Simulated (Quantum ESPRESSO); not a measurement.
# InSe (R3m) in Quantum ESPRESSO: reference runs

How does InSe come out in PBE? The cell is run as given.

All numbers are computed with Quantum ESPRESSO 7.5; they aren't measurements. Logs are shortened: lines on timing, memory, paths and dates and some standing lists are left out, and cuts for length are marked.

**What was measured.**

From “The Interaction of Hydrogen with the van der Waals Crystal γ-InSe”, 2020, pmc:7321205, for a bulk crystal of InSe at 300 K: band gap 1.25 eV.

The runs below are set against these values where they give the same quantity.

### 1 The structure

It takes space group R3m (No. 160, trigonal). The conventional cell has a = 4.000 Å, b = 4.000 Å, c = 25.320 Å, α = 90.00°, β = 90.00°, γ = 120.00°. In (site symmetry 3m) has 3 Se at 2.63 Å and 1 In at 2.82 Å as nearest neighbours. In (site symmetry 3m) is surrounded by 3 Se at 2.64 Å and 1 In at 2.82 Å. Around Se (site symmetry 3m) lie 3 In at 2.63 Å. Se (site symmetry 3m) is surrounded by 3 In at 2.64 Å.

### 2 Single point, PBE

Contents of pw.in:

```
&CONTROL
  calculation = 'scf'
  prefix = 'pwscf'
  outdir = './tmp'
  pseudo_dir = './pseudo'
  tprnfor = .true.
  tstress = .true.
  disk_io = 'low'
/
&SYSTEM
  ibrav = 0
  nat = 4
  ntyp = 2
  ecutwfc = 55
  ecutrho = 440
  nbnd = 27
  occupations = 'smearing'
  smearing = 'fd'
  degauss = 0.00367493
/
&ELECTRONS
  conv_thr = 8d-10
  electron_maxstep = 120
  mixing_beta = 0.5
/
ATOMIC_SPECIES
In   114.8180 In.pbe-dn-rrkjus_psl.0.2.2.UPF
Se    78.9710 Se_pbe_v1.uspp.F.UPF
CELL_PARAMETERS angstrom
   2.0000000000    1.1547005384    8.4400000000
  -2.0000000000    1.1547005384    8.4400000000
   0.0000000000   -2.3094010768    8.4400000000
ATOMIC_POSITIONS crystal
In     0.8886000000    0.8886000000    0.8886000000
In     0.0000000000    0.0000000000    0.0000000000
Se     0.1719000000    0.1719000000    0.1719000000
Se     0.3835000000    0.3835000000    0.3835000000
K_POINTS automatic
8 8 8 0 0 0
```

Contents of pp_density.in:

```
&INPUTPP
  prefix = 'pwscf'
  outdir = './tmp'
  filplot = 'density.dat'
  plot_num = 0
/
&PLOT
  nfile = 1
  filepp(1) = 'density.dat'
  iflag = 3
  output_format = 6
  fileout = 'density.cube'
/
```

Contents of pp_potential.in:

```
&INPUTPP
  prefix = 'pwscf'
  outdir = './tmp'
  filplot = 'potential.dat'
  plot_num = 11
/
&PLOT
  nfile = 1
  filepp(1) = 'potential.dat'
  iflag = 3
  output_format = 6
  fileout = 'potential.cube'
/
```

Potentials or basis: SSSP 1.3 efficiency PBE.

The run is started by

```sh
> OMP_NUM_THREADS=1 mpirun -n 2 pw.x -nk 2 -in pw.in > pw.out
> OMP_NUM_THREADS=1 mpirun -n 1 pp.x -in pp_density.in > pp_density.out
> OMP_NUM_THREADS=1 mpirun -n 1 pp.x -in pp_potential.in > pp_potential.out
```

pw.out:

```text
This program is part of the open-source Quantum ESPRESSO suite
     for quantum simulation of materials; please cite
         "P. Giannozzi et al., J. Phys.:Condens. Matter 21 395502 (2009);
         "P. Giannozzi et al., J. Phys.:Condens. Matter 29 465901 (2017);
         "P. Giannozzi et al., J. Chem. Phys. 152 154105 (2020);
     in publications or presentations arising from this work. More details at

     file In.pbe-dn-rrkjus_psl.0.2.2.UPF: wavefunction(s)  5S renormalized
     Message from routine setup:
     using ibrav=0 with symmetry is DISCOURAGED, use correct ibrav instead

     K-points division:     npool     =       2
     Subspace diagonalization in iterative solution of the eigenvalue problem:
     a serial algorithm will be used

     G-vector sticks info
     --------------------
     sticks:   dense  smooth     PW     G-vecs:    dense   smooth      PW
     Sum        4263    2125    651               122921    43479    7505

     Using Slab Decomposition

     bravais-lattice index     =            0
     lattice parameter (alat)  =      16.5356  a.u.
     unit-cell volume          =     789.2047 (a.u.)^3
     number of atoms/cell      =            4
     number of atomic types    =            2
     number of electrons       =        38.00
     number of Kohn-Sham states=           27
     kinetic-energy cutoff     =      55.0000  Ry
     charge density cutoff     =     440.0000  Ry
     scf convergence threshold =      8.0E-10
     mixing beta               =       0.5000
     number of iterations used =            8  plain     mixing
     Exchange-correlation= SLA  PW   PBE  PBE
                           (   1   4   3   4   0   0   0)

     celldm(1)=  16.535582  celldm(2)=   0.000000  celldm(3)=   0.000000
     celldm(4)=   0.000000  celldm(5)=   0.000000  celldm(6)=   0.000000

     crystal axes: (cart. coord. in units of alat)
               a(1) = (   0.228565   0.131962   0.964544 )
               a(2) = (  -0.228565   0.131962   0.964544 )
               a(3) = (   0.000000  -0.263924   0.964544 )

     reciprocal axes: (cart. coord. in units 2 pi/alat)
               b(1) = (  2.187563  1.262990  0.345587 )
               b(2) = ( -2.187563  1.262990  0.345587 )
               b(3) = (  0.000000 -2.525981  0.345587 )

     PseudoPot. # 1 for In read from file:
     In.pbe-dn-rrkjus_psl.0.2.2.UPF
     Pseudo is Ultrasoft + core correction, Zval = 13.0
     Generated using "atomic" code by A. Dal Corso  v.5.0.99 svn rev. 10869
     Using radial grid of 1241 points,  6 beta functions with:
                l(1) =   0
                l(2) =   0
                l(3) =   1
                l(4) =   1
                l(5) =   2
                l(6) =   2
     Q(r) pseudized with 0 coefficients

     PseudoPot. # 2 for Se read from file:
     Se_pbe_v1.uspp.F.UPF
     Pseudo is Ultrasoft + core correction, Zval =  6.0
     Generated by new atomic code, or converted to UPF format
     Using radial grid of  877 points,  6 beta functions with:
                l(1) =   0
                l(2) =   0
                l(3) =   1
                l(4) =   1
                l(5) =   2
                l(6) =   2
     Q(r) pseudized with  8 coefficients,  rinner =    1.300   1.300   1.300
                                                       1.300   1.300

     atomic species   valence    mass     pseudopotential
     In               13.00   114.81800     In( 1.00)
     Se                6.00    78.97100     Se( 1.00)

      6 Sym. Ops. (no inversion) found

   Cartesian axes

     site n.     atom                  positions (alat units)
         1        In     tau(   1) = (  -0.0000000   0.0000000   2.5712801  )
         2        In     tau(   2) = (   0.0000000   0.0000000   0.0000000  )
         3        Se     tau(   3) = (  -0.0000000   0.0000000   0.4974151  )
         4        Se     tau(   4) = (  -0.0000000  -0.0000000   1.1097073  )

     number of k points=    65  Fermi-Dirac smearing, width (Ry)=  0.0037
                       cart. coord. in units 2pi/alat
        k(    1) = (   0.0000000   0.0000000   0.0000000), wk =   0.0039062
        k(    2) = (   0.0000000  -0.3157476   0.0431983), wk =   0.0234375
        k(    3) = (   0.0000000  -0.6314951   0.0863967), wk =   0.0234375
        k(    4) = (   0.0000000  -0.9472427   0.1295950), wk =   0.0234375
        k(    5) = (   0.0000000   1.2629903  -0.1727933), wk =   0.0117188
        k(    6) = (  -0.2734454  -0.1578738   0.0863967), wk =   0.0234375
[... 57 lines left out ...]
        k(   64) = (   1.9141179   0.7893689  -0.1727933), wk =   0.0234375
        k(   65) = (   0.0000000   0.0000000  -0.5183799), wk =   0.0039062

     Dense  grid:   122921 G-vectors     FFT dimensions: ( 120, 120, 120)

     Smooth grid:    43479 G-vectors     FFT dimensions: (  80,  80,  80)

     Initial potential from superposition of free atoms

     starting charge      37.9924, renormalised to      38.0000
     Starting wfcs are   26 randomized atomic wfcs +    1 random wfcs

     Self-consistent Calculation

     iteration #  1     ecut=    55.00 Ry     beta= 0.50
     Davidson diagonalization with overlap
     ethr =  1.00E-02,  avg # of iterations =  5.6

     Threshold (ethr) on eigenvalues was too large:
     Diagonalizing with lowered threshold

     Davidson diagonalization with overlap
     ethr =  3.94E-04,  avg # of iterations =  3.5

     total energy              =    -376.98962826 Ry
     estimated scf accuracy    <       0.14407672 Ry

     iteration #  2     ecut=    55.00 Ry     beta= 0.50
     Davidson diagonalization with overlap
     ethr =  3.79E-04,  avg # of iterations =  4.3

     total energy              =    -377.00507780 Ry
     estimated scf accuracy    <       0.13973674 Ry

     iteration #  3     ecut=    55.00 Ry     beta= 0.50
     Davidson diagonalization with overlap
     ethr =  3.68E-04,  avg # of iterations =  2.0

     total energy              =    -377.03447302 Ry
     estimated scf accuracy    <       0.01180849 Ry
[... 40 lines left out ...]
     total energy              =    -377.03629250 Ry
     estimated scf accuracy    <       0.00000002 Ry

     iteration # 10     ecut=    55.00 Ry     beta= 0.50
     Davidson diagonalization with overlap
     ethr =  4.25E-11,  avg # of iterations =  3.2

     total energy              =    -377.03629250 Ry
     estimated scf accuracy    <          1.2E-09 Ry

     iteration # 11     ecut=    55.00 Ry     beta= 0.50
     Davidson diagonalization with overlap
     ethr =  3.14E-12,  avg # of iterations =  4.7

     End of self-consistent calculation

          k = 0.0000 0.0000 0.0000 (  5455 PWs)   bands (ev):

    -8.5917  -8.4188  -8.4188  -8.3423  -8.3423  -8.3217  -8.3217  -8.1605
    -8.1605  -8.1588  -7.3514  -6.9555  -0.0774   2.7719   4.7021   4.9087
     4.9087   5.0017   5.0017   7.9076   8.3107  10.6114  10.6114  11.4014
    11.7034  11.7034  13.7684

          k = 0.0000-0.3157 0.0432 (  5425 PWs)   bands (ev):

    -8.5968  -8.4743  -8.4157  -8.4102  -8.3312  -8.3259  -8.3141  -8.1932
    -8.1617  -8.1023  -7.1755  -6.8084   0.0348   2.4995   3.9176   4.5208
     4.7114   4.8357   5.1051   8.2516   8.9940   9.9159  10.7643  11.0509
    11.7537  12.0527  13.3881

          k = 0.0000-0.6315 0.0864 (  5427 PWs)   bands (ev):

    -8.6503  -8.5314  -8.5250  -8.4122  -8.3360  -8.3046  -8.2917  -8.2092
    -8.1640  -8.0522  -6.7578  -6.4510   0.2291   1.7231   2.7321   4.1700
     4.3183   4.4546   5.2098   8.2397   8.4127  10.2632  10.4570  10.9786
    12.6181  12.6794  12.9503
[... 262 lines left out ...]
    -8.7405  -8.6576  -8.5227  -8.4211  -8.3412  -8.2759  -8.2642  -8.2178
    -8.1697  -8.0080  -6.0116  -5.9843  -0.0807   0.6319   2.8340   3.4882
     3.5895   3.7259   4.6798   7.9689   8.3737   9.8554  10.3670  10.4234
    12.5453  13.5732  13.8985

          k = 1.3672 0.1579-0.2160 (  5458 PWs)   bands (ev):

    -8.7503  -8.6673  -8.5209  -8.4337  -8.3258  -8.2812  -8.2774  -8.2039
    -8.1817  -8.0037  -5.8838  -5.8367  -0.0337   0.6499   2.3129   2.7322
     3.5985   3.9733   4.5099   7.9895   8.5149   9.7421  10.6745  11.5304
    12.3385  13.3357  13.9583

          k = 1.3672-0.1579-0.1728 (  5446 PWs)   bands (ev):

    -8.7530  -8.6643  -8.5212  -8.4335  -8.3258  -8.2812  -8.2775  -8.2033
    -8.1821  -8.0036  -5.9141  -5.8062  -0.0450   0.6832   2.4183   2.5984
     3.3662   4.0985   4.6400   8.2399   8.5179   9.4395  10.5901  11.5643
    12.3155  13.1870  14.2718

          k = 1.0938 0.6315-0.2160 (  5435 PWs)   bands (ev):

    -8.7494  -8.6616  -8.5227  -8.4136  -8.3496  -8.2682  -8.2536  -8.2255
    -8.1649  -8.0059  -6.0273  -5.9618  -0.1655   0.4565   2.9292   3.6474
     3.7286   4.1405   4.6510   7.5078   8.0627   9.5532   9.9180  10.6611
    13.0879  13.3134  13.9412

          k = 1.0938 0.3157-0.1728 (  5451 PWs)   bands (ev):

    -8.7442  -8.6535  -8.5231  -8.4210  -8.3413  -8.2759  -8.2642  -8.2173
    -8.1697  -8.0079  -6.0628  -5.9323  -0.0335   0.5852   2.6742   3.3115
     3.5751   4.0813   4.8348   7.9031   8.1948   9.8517  10.2803  10.4866
    12.5198  13.4119  14.0808
[... 129 lines left out ...]
    -8.6211  -8.5145  -8.5111  -8.4147  -8.3307  -8.3142  -8.3013  -8.2063
    -8.1643  -8.0640  -6.7740  -6.6732   0.3373   1.9356   3.2267   3.5301
     4.1883   4.4930   5.8226   8.2975   9.2143   9.9498  10.7231  10.7884
    11.7063  13.0399  13.2607

          k = 0.0000 0.0000-0.5184 (  5384 PWs)   bands (ev):

    -8.5914  -8.4189  -8.4189  -8.3421  -8.3421  -8.3217  -8.3217  -8.1669
    -8.1604  -8.1604  -7.2132  -7.1014   0.2715   1.8771   4.8409   4.8409
     5.0758   5.0758   6.2132   6.6496   8.3727  10.5291  10.5291  11.8275
    11.8275  11.8838  14.2576

     the Fermi energy is     6.4436 ev

!    total energy              =    -377.03629250 Ry
     estimated scf accuracy    <          8.4E-11 Ry
     smearing contrib. (-TS)   =      -0.00000273 Ry
     internal energy E=F+TS    =    -377.03628978 Ry

     The total energy is F=E-TS. E is the sum of the following terms:
     one-electron contribution =    -147.56160317 Ry
     hartree contribution      =     100.05189567 Ry
     xc contribution           =    -154.74826602 Ry
     ewald contribution        =    -174.77831626 Ry

     convergence has been achieved in  11 iterations

     Forces acting on atoms (cartesian axes, Ry/au):

     atom    1 type  1   force =    -0.00000000   -0.00000000    0.01516775
     atom    2 type  1   force =    -0.00000000   -0.00000000   -0.01457327
     atom    3 type  2   force =     0.00000000   -0.00000000   -0.01071847
     atom    4 type  2   force =    -0.00000000    0.00000000    0.01012400

     Total force =     0.025687     Total SCF correction =     0.000044

     Computing stress (Cartesian axis) and pressure

          total   stress  (Ry/bohr**3)                   (kbar)     P=       27.95
   0.00021925   0.00000000  -0.00000000           32.25        0.00       -0.00
   0.00000000   0.00021925   0.00000000            0.00       32.25        0.00
   0.00000000   0.00000000   0.00013157            0.00        0.00       19.35

=------------------------------------------------------------------------------=
   JOB DONE.
=------------------------------------------------------------------------------=
```

It took 7.6 min on 2 MPI ranks of Arm Neoverse V1, shared host; peak memory 0.98 GiB.

Results:

| Item | Value |
| --- | --- |
| Free energy | -5129.8401 eV |
| Pressure | 2.8 GPa |
| Largest force | 0.390 eV/Å |
| Band gap on the k mesh | 0.44 eV, direct |

Forces in eV/Å, atoms in the order of the input:
```
In   0.000  0.000  0.390
In   0.000  0.000 -0.375
Se   0.000  0.000 -0.276
Se   0.000  0.000  0.260
```

Levels at points of the mesh, in eV from the valence-band top:
| k point | band 15 | band 16 | band 17 | band 18 | band 19 | band 20 | band 21 | band 22 | band 23 | band 24 |
| --- | --- | --- | --- | --- | --- | --- | --- | --- | --- | --- |
| (0.00, 0.00, 0.00) | -1.51 | -1.30 | -1.30 | -1.21 | -1.21 | 1.69 | 2.10 | 4.40 | 4.40 | 5.19 |
| (0.00, 0.00, -0.50) | -3.46 | -2.38 | -2.34 | -2.24 | -1.67 | 1.21 | 1.96 | 3.64 | 3.98 | 4.80 |
| (0.00, -0.50, -0.50) | -3.22 | -2.66 | -2.50 | -2.05 | -1.50 | 1.18 | 1.97 | 3.30 | 3.61 | 4.40 |
| (-0.50, -0.50, -0.50) | -1.37 | -1.37 | -1.14 | -1.14 | 0.00 | 0.44 | 2.16 | 4.32 | 4.32 | 5.61 |

Caveat: spin-orbit coupling is left out, which moves the levels of the heavy elements.

### 3 How close it comes

Step 2. A measured gap of InSe is 1.25 eV (300 K; “The Interaction of Hydrogen with the van der Waals Crystal γ-InSe”, 2020, pmc:7321205); the calculated 0.44 eV misses it by -0.81 eV. Spin-orbit coupling on In, Se is left out. The value is that of PBE on a finite k mesh, which can miss the band edges, without temperature or zero-point motion. Semilocal functionals fall short of measured gaps as a rule.
